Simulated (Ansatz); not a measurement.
What does this script print? It uses the Python package of Ansatz (0.2.0).

Input file `input.yaml`:
```yaml
crystal:
  lattice:
    - [2.5, -2.86, 0.0]
    - [2.5, 2.86, 0.0]
    - [0.0, 0.0, 11.12]
  atoms:
    - { symbol: Sn, position: [0.0, 0.0, 0.0] }
    - { symbol: Sn, position: [0.0, 0.0, 0.5] }
    - { symbol: Sn, position: [0.559, 0.441, 0.254] }
    - { symbol: Sn, position: [0.441, 0.559, 0.754] }
    - { symbol: O, position: [0.93, 0.43, 0.38] }
    - { symbol: O, position: [0.07, 0.57, 0.88] }
    - { symbol: O, position: [0.57, 0.07, 0.38] }
    - { symbol: O, position: [0.43, 0.93, 0.88] }
kpoints:
  mp_grid: { grid: [5, 5, 2] }
hamiltonian:
  xc: lda
scf:
  occupations: { method: fixed }
output:
  forces: true
elastic:
  mode: relaxed_ion
```

`run_convert.py`
```python
import ansatz as az


def main() -> None:
    base = az.Calculation.from_yaml("input.yaml")
    print(base.to_python())


if __name__ == "__main__":
    main()
```

Running `python run_convert.py` prints:
```text
(
    az.Lattice.of(((2.5, -2.86, 0.0), (2.5, 2.86, 0.0), (0.0, 0.0, 11.12)))
    .atom("Sn", (0.0, 0.0, 0.0))
    .atom("Sn", (0.0, 0.0, 0.5))
    .atom("Sn", (0.559, 0.441, 0.254))
    .atom("Sn", (0.441, 0.559, 0.754))
    .atom("O", (0.93, 0.43, 0.38))
    .atom("O", (0.07, 0.57, 0.88))
    .atom("O", (0.57, 0.07, 0.38))
    .atom("O", (0.43, 0.93, 0.88))
    .calculation()
    .kpoints(5, 5, 2)
    .functional("lda")
    .occupations(method="fixed")
    .elastic(mode="relaxed_ion")
    .forces()
)
```

The input is only written out: it wasn't run, and its settings aren't tested.
